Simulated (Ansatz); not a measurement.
# GaN (P6_3mc) under pressure

```yaml
crystal:
  lattice:
    - [3.18257, 0.00000, 0.00000]
    - [-1.59129, 2.75619, 0.00000]
    - [0.00000, 0.00000, 5.18541]
  atoms:
    - { symbol: Ga, position: [0.33333, 0.66667, 0.99919] }
    - { symbol: Ga, position: [0.66667, 0.33333, 0.49919] }
    - { symbol: N, position: [0.33333, 0.66667, 0.37581] }
    - { symbol: N, position: [0.66667, 0.33333, 0.87581] }
```

This is the zero-pressure cell under PBEsol. Cell and atoms are relaxed by PAW (default files of Ansatz 0.2.0, cutoff 420 eV, stress met within about 0.05 GPa) at each pressure, in this structure whether or not another phase would take over; P is the pressure reached, less that of this cell. Levels come from PBEsol, all-electron LAPW in Ansatz 0.2.0, with spin-orbit coupling; k mesh 8×8×4, fixed occupations, basis error target 0.5 meV/atom. Conduction levels are in eV over the valence top (at Γ), at fixed fractional wave vectors. Zone-centre phonons come from finite displacements by PAW, without the LO-TO term.

| P (GPa) | V/V₀ | c/a | Γ | A ∥ z | L (oblique) | M ⊥ z | E2 (cm⁻¹) | B1 (cm⁻¹) |
| --- | --- | --- | --- | --- | --- | --- | --- | --- |
| -1.96 | 1.0107 | 1.6292 | 1.818 | 4.147 | 4.267 | 4.912 | 136.9 | 668.6 |
| 0.00 | 1.0000 | 1.6293 | 1.888 | 4.214 | 4.299 | 4.942 | 136.5 | 677.9 |
| 1.96 | 0.9898 | 1.6293 | 1.956 | 4.279 | 4.331 | 4.971 | 135.9 | 686.9 |
| 4.00 | 0.9799 | 1.6293 | 2.022 | 4.343 | 4.361 | 4.998 | 135.3 | 696.1 |
| 7.00 | 0.9662 | 1.6294 | 2.116 | 4.433 | 4.403 | 5.037 | 134.3 | 709.0 |
| 10.00 | ? | ? | ? | ? | ? | ? | ? | ? |
| 14.99 | 0.9338 | 1.6297 | 2.341 | 4.650 | 4.501 | 5.128 | 131.3 | 741.0 |

Problem. Fit the third-order Birch-Murnaghan equation to the rows shown.

Solution. With f = [(V₀/V)^(2/3) − 1]/2, the normalised pressure F = P/[3f(1 + 2f)^(5/2)] is 188.9 GPa at f = -0.0035, 188.3 GPa at f = 0.0034, 188.9 GPa at f = 0.0068, 189.6 GPa at f = 0.0116, 190.9 GPa at f = 0.0234. The line F = B₀[1 + (3/2)(B′ − 4)f] gives B₀ = 188.6 GPa and B′ = 4.3.

Problem. What are the volume deformation potentials and pressure coefficients of these levels at zero pressure?

Solution. 

```csv
level,dE/dlnV (eV),dE/dP = −(dE/dlnV)/B₀ (meV/GPa),mean slope up to 2.0 GPa (meV/GPa)
Γ,-6.61,35.0,34.5
A ∥ z,-6.34,33.6,33.0
L (oblique),-3.07,16.3,16.0
M ⊥ z,-2.81,14.9,14.4
```

dE/dlnV is the slope of a cubic fit in ln V at V₀. The last column is read from two rows and shows how the slope bends with pressure.

Problem. What mode Grüneisen parameters follow?

Solution. γ = −d ln ω/d ln V at V₀ from a quadratic fit in ln V: E2 -0.36, B1 1.30.

Problem. Fill the row at 10.00 GPa.

Solution. The fits give V/V₀ = 0.9533 and Γ = 2.204 eV. Computed: V/V₀ = 0.9534, c/a = 1.6295, Γ = 2.204, A ∥ z = 4.518, L (oblique) = 4.442, M ⊥ z = 5.073, E2 (cm⁻¹) = 133.2, B1 (cm⁻¹) = 721.4.

Keep in mind: no other phase was computed; many crystals of this kind change structure within this range, and rows or crossings beyond such a change describe a metastable lattice; the frozen-core PAW files of the relaxations were fitted under PBE, their cores solved anew for this functional; semilocal gaps are low, and the spacing of valleys can be off by tenths of an eV; levels are read at fixed fractional k, so an edge that moves off these points is missed.
